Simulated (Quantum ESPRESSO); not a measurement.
Runs of Quantum ESPRESSO 7.5 on GaAs. The structure is cubic, space group F-43m (No. 216). The conventional cell has a = 5.654 Å, b = 5.654 Å, c = 5.654 Å, α = 90.00°, β = 90.00°, γ = 90.00°. As (site symmetry -43m) has 4 Ga at 2.45 Å as nearest neighbours. Ga (site symmetry -43m) is surrounded by 4 As at 2.45 Å. 

| level | potentials or basis | cutoff (eV) | form of the LDA correlation | pressure (GPa) |
| --- | --- | --- | --- | --- |
| AM05 | PseudoDojo 0.4.1 SR PBE standard | 1143 | - | 0.5 |
| BLYP | PseudoDojo 0.4.1 SR PBE standard | 1143 | - | 6.4 |
| PBEsol | PseudoDojo 0.4.1 SR PBEsol standard | 1143 | - | (a) |
| LDA | PseudoDojo 0.4.1 SR LDA standard | 1088 | PW92 | -2.1 |
| WC | PseudoDojo 0.4.1 SR PBE standard | 1143 | - | (b) |

Alike in all rows: task dielectric tensor; no spin polarisation; cell as given; k mesh 6 × 6 × 6, shifted; smearing fermi-dirac 0.05 eV.

Problem. Fill in the values left out.

Solution. (a) 0.3; (b) 0.4.

Caveats: the potentials were made for another functional, which shifts forces and pressure (some runs); the cell is more than 3 GPa from zero pressure, which shifts response properties (some runs).

Runs at the PBE level aren't shown here.
